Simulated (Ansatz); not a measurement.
**NiO: relaxation of cell and atoms with PBEsol**

Crystal: NiO.

```xyz
2
Lattice="0.0000 2.0859 2.0859 2.0859 0.0000 2.0859 2.0859 2.0859 0.0000" Properties=species:S:1:pos:R:3 pbc="T T T"
Ni    0.0000    0.0000    0.0000
O     2.0859    2.0859    2.0859
```

* Program: Ansatz 0.2.0
* Task: relaxation of cell and atoms
* Functional: PBEsol
* Potentials or basis: Ansatz PAW
* Cutoff: 420 eV (not typed: the program's choice for these potentials)
* k mesh: 11 × 11 × 11
* Occupations: fermi-dirac, width 0.05 eV
* Spin: collinear spin, ferromagnetic start
* Starting moments: [1.0, 0.0] μB
* Target pressure: 10 GPa
* Target pressure (GPa): 10

| Property | Result |
| --- | --- |
| Relaxed volume | 8.35 Å³/atom |
| Relaxed cell | a = 2.869 Å, b = 2.869 Å, c = 2.869 Å, α = 60.00°, β = 60.00°, γ = 60.00° |
| Space group after relaxing (to 0.05 Å) | Fm-3m (No. 225) |
| Energy change on relaxing (the enthalpy is what falls) | +3.1 meV/atom |
| Ionic steps | 7 |
| Pressure after relaxing | 10.0 GPa |
| Band gap on the k mesh | none (metal or under the smearing width) |
| Net moment | 1.11 μB per cell |
| Absolute moment | 1.11 μB per cell |
| Site moments | Ni +0.91; O +0.16 μB |

Step by step:
```csv
step,energy change (eV),largest force (eV/Å),volume (Å³)
1,0.0000,0.0000,18.15
2,-0.0199,0.0000,17.41
3,0.0046,0.0000,16.64
4,-0.0005,0.0000,16.72
5,0.0045,0.0000,16.72
6,0.0060,0.0000,16.69
7,0.0061,0.0000,16.69
```

Final structure:
```cif
data_structure
_symmetry_space_group_name_H-M 'P 1'
_symmetry_Int_Tables_number 1
_cell_length_a 2.8686
_cell_length_b 2.8686
_cell_length_c 2.8686
_cell_angle_alpha 60.000
_cell_angle_beta 60.000
_cell_angle_gamma 60.000
_cell_volume 16.69
loop_
_atom_site_label
_atom_site_type_symbol
_atom_site_fract_x
_atom_site_fract_y
_atom_site_fract_z
_atom_site_occupancy
Ni1 Ni 0.00000 0.00000 0.00000 1
O1 O 0.50000 0.50000 0.50000 1
```

Levels at points of the mesh, in eV from the Fermi level:
Spin up:
```csv
k point,band 9,band 10,band 11,band 12,band 13,band 14,band 15,band 16,band 17
"(0.00, 0.00, 0.00)",-2.71,-2.71,-2.60,-2.60,-2.60,1.87,17.71,19.35,19.35
```
Spin down:
```tsv
k point	band 8	band 9	band 10	band 11	band 12	band 13	band 14	band 15
(0.00, 0.00, 0.00)	-3.28	-2.02	-2.02	-2.02	-1.22	-1.22	2.10	17.69
```

Run time: 12 s on 2 threads of Arm Neoverse V2 (shared host), peak memory 0.3 GiB.

Caveat: the plane-wave basis is chosen anew once the cell has moved, so the energies of steps on either side of that aren't comparable; the pressure holds a Pulay correction of +0.8 GPa for the finite cutoff; a cell with one magnetic atom can't hold antiferromagnetic order, which such compounds often take; semilocal functionals often make such compounds metallic where correlation or magnetic order opens a gap, which also shifts bond lengths; the PAW data sets come from PBE, with cores solved anew for the run's functional, which leaves a small shift of forces and pressure. With open d or f shells a metallic result of PBEsol can be an artefact of self-interaction; +U or a hybrid may open a gap.
